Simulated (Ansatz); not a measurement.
Property card of a ZrS2 sheet

It was reached by relaxing an invented guess, and it needn't be the stable form of this composition.

All numbers below come from DFT PBE+D3(BJ), scalar-relativistic, plane waves, PAW (Ansatz). Plane waves to 420 eV, a k mesh through Γ of 12×12×1 on the computed 6-atom cell and Gaussian smearing (0.02 eV); no spin polarisation.

This is a two-dimensional sheet: the third axis spans vacuum and isn't periodic.

```cif
data_structure
_symmetry_space_group_name_H-M 'P 1'
_symmetry_Int_Tables_number 1
_cell_length_a 3.6453
_cell_length_b 3.6453
_cell_length_c 41.1752
_cell_angle_alpha 90.000
_cell_angle_beta 90.000
_cell_angle_gamma 120.000
_cell_volume 473.84
loop_
_atom_site_label
_atom_site_type_symbol
_atom_site_fract_x
_atom_site_fract_y
_atom_site_fract_z
_atom_site_occupancy
Zr1 Zr 0.00000 0.00000 0.20765 1
Zr2 Zr 0.66667 0.33333 0.35094 1
S1 S 0.33333 0.66667 0.17220 1
S2 S 0.66667 0.33333 0.24300 1
S3 S 0.33333 0.66667 0.38639 1
S4 S 0.00000 0.00000 0.31559 1
```

Formation energies are uncorrected and refer to the elements' standard structures at the same level.

For ZrS2, the layer group is p-3m1 (No. 72) and the in-plane cell is a = 3.645 Å, b = 3.645 Å, γ = 120.0°. The area per atom is 1.92 Å². The thickness between the outermost nuclei is 8.82 Å, the formation energy is −1.538 eV/atom and the band gap over mesh and path is 0.93 eV. The löwdin character of the top 1 eV of the valence band is S 3p 91 %. The löwdin character of the lowest 1 eV of the conduction band is Zr 4d 75 %, S 3p 19 % and the bader charges (e) is Zr1 2.08, Zr2 2.08, S3 -1.04, S4 -1.04, S5 -1.04, S6 -1.04.

Levels along Γ–M–K–Γ, in eV from a zero inside the gap, sorted by energy at each point. Points in fractions of the primitive reciprocal vectors: Γ (0.000 0.000 0.000), M (0.500 0.000 0.000), K (0.333 0.333 0.000).
| point | k (1/Å, with 2π) | band 21 | band 22 | band 23 | band 24 | band 25 | band 26 | band 27 |
| --- | --- | --- | --- | --- | --- | --- | --- | --- |
| Γ | 0.000 | -0.54 | -0.54 | -0.47 | -0.47 | 1.18 | 1.18 | 1.20 |
| - | 0.498 | -1.41 | -1.31 | -1.04 | -0.90 | 0.89 | 1.09 | 2.35 |
| M | 0.995 | -1.76 | -1.58 | -1.50 | -1.36 | 0.47 | 0.75 | 2.96 |
| - | 1.282 | -2.25 | -2.23 | -1.92 | -1.56 | 1.20 | 1.45 | 2.83 |
| K | 1.570 | -2.35 | -2.33 | -1.89 | -1.89 | 1.95 | 1.95 | 2.60 |
| - | 2.144 | -2.11 | -1.97 | -1.02 | -0.98 | 1.54 | 1.62 | 1.78 |
| Γ | 2.719 | -0.54 | -0.54 | -0.47 | -0.47 | 1.18 | 1.18 | 1.20 |

The last run used a 12×12×1 mesh for its 6-atom cell and Gaussian smearing of 0.02 eV. Kohn–Sham gaps at this level usually fall short of measured ones.
